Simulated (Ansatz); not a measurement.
## Molecular dynamics of Li

input.yaml

```yaml
accuracy: low
crystal:
  lattice:
    - [7.312873, 0.0, 0.0]
    - [0.0, 7.312873, 0.0]
    - [0.0, 0.0, 7.312873]
  atoms:
    - { symbol: Li, position: [0.12104022, 0.06111651, 0.06326484] }
    - { symbol: Li, position: [0.48371369, 0.09542707, 0.07160691] }
    - { symbol: Li, position: [-0.04451599, 0.33322655, 0.08335894] }
    - { symbol: Li, position: [0.09277554, 0.00721935, 0.54552576] }
    - { symbol: Li, position: [0.31381796, 0.26812352, 0.35156952] }
    - { symbol: Li, position: [0.48282711, 0.40187835, 0.04806864] }
    - { symbol: Li, position: [0.51779844, 0.00938039, 0.6533856] }
    - { symbol: Li, position: [0.73966865, 0.12585287, 0.27251485] }
    - { symbol: Li, position: [-0.06304648, 0.33406415, 0.52731498] }
    - { symbol: Li, position: [0.27039931, 0.64195345, 0.36857197] }
    - { symbol: Li, position: [0.23297744, 0.2984918, 0.71567066] }
    - { symbol: Li, position: [0.59332243, 0.45274657, 0.41623842] }
    - { symbol: Li, position: [0.69633794, 0.73653989, 0.20826026] }
    - { symbol: Li, position: [0.82377094, 0.12414291, 0.80629633] }
    - { symbol: Li, position: [0.18736636, 0.70778243, 0.86529871] }
    - { symbol: Li, position: [0.82062324, 0.65493384, 0.79122294] }
basis:
  ecutwfc: 420.0
kpoints:
  mp_grid: { grid: [2, 2, 2] }
hamiltonian:
  xc: pbe
scf:
  occupations: { method: fermi_dirac, width: 0.11 }
  lower_state_search: "off"
md:
  timestep: 1
  n_steps: 209
  ensemble: nvt_langevin
  temperature: 1040.0
  initial_velocities: maxwell_boltzmann
  seed: 638080
  friction: 0.02
  temperature_schedule:
    - { n_steps: 157, end_temperature: 300.0 }
    - { n_steps: 52, end_temperature: 300.0 }
```

Launched with:

```bash
$ ansatz run input.yaml --threads 1 --pin off --max-ram 3072MiB --backend cpu --events-out ev --progress --plain --runs-dir out
```

It goes on from the last frame of an earlier run, with new velocities.

Output, in part (step lines):

```
md step     0: t =     0.00 fs  T =   975.0 K (target 1040.0 K)  F+E_penalty+E_count = -3271.73940392 eV  E_kin = 2.016456 eV  (7 SCF iters)
md step     1: t =     1.00 fs  T =  1016.8 K (target 1037.6 K)  F+E_penalty+E_count = -3271.75427105 eV  E_kin = 2.102868 eV  (6 SCF iters)
md step     2: t =     2.00 fs  T =   906.2 K (target 1032.9 K)  F+E_penalty+E_count = -3271.76861490 eV  E_kin = 1.874115 eV  (6 SCF iters)
md step     3: t =     3.00 fs  T =   942.3 K (target 1028.2 K)  F+E_penalty+E_count = -3271.77907815 eV  E_kin = 1.948867 eV  (6 SCF iters)
md step     4: t =     4.00 fs  T =  1019.3 K (target 1023.5 K)  F+E_penalty+E_count = -3271.79066915 eV  E_kin = 2.108038 eV  (6 SCF iters)
md step     5: t =     5.00 fs  T =   978.8 K (target 1018.8 K)  F+E_penalty+E_count = -3271.80326657 eV  E_kin = 2.024370 eV  (5 SCF iters)
md step     6: t =     6.00 fs  T =   855.2 K (target 1014.1 K)  F+E_penalty+E_count = -3271.82090407 eV  E_kin = 1.768774 eV  (5 SCF iters)
md step     7: t =     7.00 fs  T =   909.5 K (target 1009.4 K)  F+E_penalty+E_count = -3271.84380401 eV  E_kin = 1.880931 eV  (5 SCF iters)
[... lines left out ...]
md step   208: t =   208.00 fs  T =   383.5 K (target 300.0 K)  F+E_penalty+E_count = -3273.87527669 eV  E_kin = 0.793108 eV  (5 SCF iters)
md step   209: t =   209.00 fs  T =   366.5 K (target 300.0 K)  F+E_penalty+E_count = -3273.86963993 eV  E_kin = 0.758062 eV  (6 SCF iters)
```

The steps, from the saved trajectory:

| time (fs) | T (K) | potential energy less start (eV) |
| --- | --- | --- |
| 0.0 | 975 | 0.000 |
| 7.0 | 909 | -0.104 |
| 14.0 | 1076 | -0.354 |
| 21.0 | 1288 | -0.688 |
| 28.0 | 1100 | -0.967 |
| 35.0 | 1237 | -1.140 |
| 42.0 | 1019 | -1.113 |
| 49.0 | 957 | -0.941 |
| 56.0 | 768 | -0.746 |
| 63.0 | 795 | -0.636 |
| 70.0 | 888 | -0.700 |
| 77.0 | 744 | -0.863 |
| 84.0 | 815 | -1.011 |
| 91.0 | 854 | -1.046 |
| 98.0 | 767 | -1.080 |
| 105.0 | 849 | -1.132 |
| 112.0 | 809 | -1.188 |
| 119.0 | 667 | -1.233 |
| 126.0 | 540 | -1.292 |
| 133.0 | 468 | -1.335 |
| 140.0 | 560 | -1.381 |
| 147.0 | 522 | -1.404 |
| 154.0 | 447 | -1.384 |
| 161.0 | 436 | -1.457 |
| 168.0 | 527 | -1.640 |
| 175.0 | 506 | -1.808 |
| 182.0 | 421 | -1.942 |
| 189.0 | 505 | -2.035 |
| 196.0 | 468 | -2.094 |
| 203.0 | 401 | -2.130 |

The run went to its last step. The schedule's set-point averaged 362 K over the second half and the system 529 K, so it lags behind the ramp. A run of 0.21 ps of so small a system gives no equilibrium averages. Limits of this set-up: coarse k mesh, low accuracy level.

Mean squared displacements from the first frame to the last, about the centre of mass: Li 0.54 Å².

Last frame:

```xyz
16
Lattice="7.3129 0.0000 0.0000 0.0000 7.3129 0.0000 0.0000 0.0000 7.3129" Properties=species:S:1:pos:R:3
Li 0.204 0.260 0.380
Li 3.811 0.193 0.071
Li 0.062 3.238 0.533
Li 0.206 -0.248 3.717
Li 2.097 2.051 2.124
Li 3.781 3.715 0.233
Li 3.723 -0.228 4.225
Li 5.575 1.552 2.082
Li -0.446 3.720 3.781
Li 1.904 5.324 2.451
Li 1.952 2.154 5.476
Li 3.984 3.991 4.165
Li 5.437 5.378 2.015
Li 5.740 1.720 5.383
Li 1.840 5.464 5.812
Li 5.729 5.388 5.803
```

Run time: 11 min on 1 thread of Arm Neoverse V2 (shared host), peak memory 0.61 GiB.
